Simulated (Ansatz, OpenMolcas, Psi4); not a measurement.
Correcting a cheap level on N-containing molecules

The vertical ionisation energy (cation less neutral) in eV of 6 N-containing molecules: x at HF/3-21G, y at CCSD(T)/def2-TZVPP. Shapes, held fixed at every level: PBE0-D4/def2-TZVP. Flexible molecules stand in one conformer, not always the lowest. Programs: Ansatz 0.2.0, OpenMolcas 26.06, Psi4 1.11. A level may come from different programs for different species; with the same settings they agree closely.

```
                  molecule  x (eV)  y (eV)
        CH5N (methylamine)    8.02    9.64
             CH4N2O (urea)    8.50       ?
        C2H5N (ethanimine)    8.52   10.16
      H3NO (hydroxylamine)    9.17   10.54
    HCN (hydrogen cyanide)   12.18   13.77
NF3 (nitrogen trifluoride)   13.16   13.45
```

**Question.** Fit y = c + s·x to the known rows and predict y for CH4N2O.

**Answer.** 
1. Means of the 5 rows: x = 10.2100, y = 11.512.
2. Σ(Δx)² = 21.317, Σ(Δx·Δy) = 17.561, so the slope is 17.561/21.317 = 0.8238.
3. Intercept: 11.512 − (0.8238) × 10.2100 = 3.101. The largest residual of the fit is 0.64.
4. CH4N2O: 3.101 + 0.8238 × 8.50 = 10.10 eV.

CCSD(T)/def2-TZVPP gives 10.09 eV, so the prediction is off by +0.01 eV, within the largest residual. Uncorrected, HF/3-21G misses it by -1.59 eV, and the other rows by 1.30 on average. The line removes about 100 % of this miss. Left out in turn, the other rows are missed by 0.52 eV on average. Cations run unrestricted.
